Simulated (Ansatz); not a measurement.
**TiAl: a sublattice moved along a line**

Computed with DFT LDA, scalar-relativistic, plane waves, PAW (Ansatz). Settings: plane waves to 420 eV, k-mesh 8×8×6 (Γ-centred), Gaussian smearing 0.15 eV. The mesh is coarse. No spin polarisation. Energies are free energies at this smearing, counted from the undisturbed cell; pressure is positive in compression.

The undisturbed cell (as given, not relaxed at this level; it stands at -7.3 GPa, and it needn't be the usual structure):

```
CELL_PARAMETERS angstrom
2.83730 0.00000 0.00000
0.00000 2.83730 0.00000
0.00000 0.00000 4.05910
ATOMIC_POSITIONS crystal
Ti 0.00000 0.00000 0.00000
Al 0.50000 0.50000 0.50000
```

Every Ti atom is moved by x along the Cartesian unit vector (-0.707, -0.707, 0.000); the cell and all other atoms stay fixed. The cell is metallic on the mesh throughout.

| x (Å) | ΔE (meV/cell) | force along x on the moved atoms (eV/Å) | pressure (GPa) |
| --- | --- | --- | --- |
| -0.2000 | 81.4 | 0.82 | -6.3 |
| -0.1000 | 20.3 | 0.41 | -7.1 |
| 0.0000 | 0.0 | 0.00 | -7.3 |
| 0.0250 | 1.3 | -0.10 | -7.3 |
| 0.0500 | 5.1 | -0.20 | -7.2 |
| 0.0750 | 11.4 | -0.31 | -7.2 |
| 0.1250 | 31.8 | -0.51 | -6.9 |
| 0.1500 | 45.8 | -0.61 | -6.8 |
| 0.1750 | 62.3 | -0.71 | -6.6 |

By symmetry 0.2000 repeats -0.2000, -0.1500 repeats 0.1500, 0.1000 repeats -0.1000, -0.0500 repeats 0.0500 in energy, with the opposite slope along the path.

Cost: 9 runs of about 0.23 core-minutes in all, on Intel Xeon 6975P-C (Granite Rapids) (shared hosts).